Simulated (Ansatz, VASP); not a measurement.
## CsSnI3 in VASP and in Ansatz

```
Cs Sn I
1.0
     5.70924    0.00000    0.00000
     0.00000    5.70924    0.00000
     0.00000    0.00000    5.70924
Cs Sn I
1 1 3
Cartesian
  0.0000 0.0000 0.0000
  2.8546 2.8546 2.8546
  0.0000 2.8546 2.8546
  2.8546 0.0000 2.8546
  2.8546 2.8546 0.0000
```

Change from the starting cell: strain -0.080 along x and y, -0.080 along z, atoms carried along.

Alike in both runs: task single point; functional PBEsol; k mesh 6 × 6 × 6; occupations gaussian, width 0.03 eV; no spin polarisation.

|  | VASP | Ansatz |
| --- | --- | --- |
| version | VASP 6.6.1 | Ansatz 0.2.0 |
| potentials or method | VASP PAW PBE potentials, release 64 (Cs_sv, Sn_d, I) | scalar-relativistic, plane waves, PAW |
| plane-wave cutoff (eV) | 520 | 420 |
| valence electrons in the cell | 44 | 74 |

```csv
,VASP,Ansatz,Ansatz less VASP
gap on the k mesh at the Fermi level (eV),none,none,-
pressure (GPa),6.5,6.5,-0.02
```

A gap of «none» marks a metal or a gap that the smearing closes. The functional is the same, so the differences come from potentials, cutoffs and numerics. The two sets of potentials don't hold the same shells in valence.

Caveats: the PAW data sets were made with another functional, which shifts forces and pressure a little (VASP). Spin-orbit coupling is left out, which matters for the levels of Cs, I.
